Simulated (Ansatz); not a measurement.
Structure: BeS (F-43m) from a database structure, at its r2SCAN minimum. The symmetry is F-43m (No. 216, cubic); a = 4.869 Å in the conventional setting, 14.43 Å³ an atom. Be has 4 S at 2.11 Å; S has 4 Be at 2.11 Å.

```cif
data_structure
_symmetry_space_group_name_H-M 'F-43m'
_symmetry_Int_Tables_number 216
_cell_length_a 4.8686
_cell_length_b 4.8686
_cell_length_c 4.8686
_cell_angle_alpha 90.000
_cell_angle_beta 90.000
_cell_angle_gamma 90.000
_cell_volume 115.40
loop_
_atom_site_label
_atom_site_type_symbol
_atom_site_symmetry_multiplicity
_atom_site_Wyckoff_symbol
_atom_site_fract_x
_atom_site_fract_y
_atom_site_fract_z
_atom_site_occupancy
Be1 Be 4 a 0.00000 0.00000 0.00000 1
S1 S 4 c 0.25000 0.25000 0.25000 1
```

The questions ask for values computed with the PAW code Ansatz on this geometry. Calculated for a static, non-magnetic cell.

(1) Is there a gap with PBE, and of what kind?

(2) What does r2SCANh give for the gap (6×6×6 mesh)?

(3) How does the gap change from PBE to Hartree-Fock (6×6×6)?

(4) What does G0W0@PBE with 213 empty bands, a screening cutoff of 220 eV and a 6×6×6 mesh give?

(5) How strongly does the crystal screen a field with clamped ions (PBE)?

## Answers

(1) PBE gives an indirect gap of 3.14 eV, from Γ to X; the least direct gap is 5.62 eV at K–Γ (0.90 of the way from K).

(2) The r2SCANh gap is indirect, 4.17 eV (Γ to X), below the direct gap of 6.91 eV at K–Γ (0.90 of the way from K). The gap differs by +1.03 eV from PBE's.

(3) The Hartree-Fock gap is indirect, 10.47 eV (Γ to X), below the direct gap of 13.82 eV at K–Γ (0.90 of the way from K). The gap differs by +7.33 eV from PBE's.

(4) 4.53 eV (the shift on the mesh added to PBE's least gap). G0W0 moves the gap on the mesh from 3.13 eV (PBE) to 4.52 eV (Γ to X). Renormalisation factors Z lie between 0.77 and 0.82. G0W0 values are finite-basis, finite-mesh values.

(5) The electronic dielectric tensor ε∞ is 5.25 in all directions. Born charges, averaged over directions: Be +1.62, S -1.62 e.

The meshes of the hybrids are coarse, so their gaps aren't converged to the digits shown.
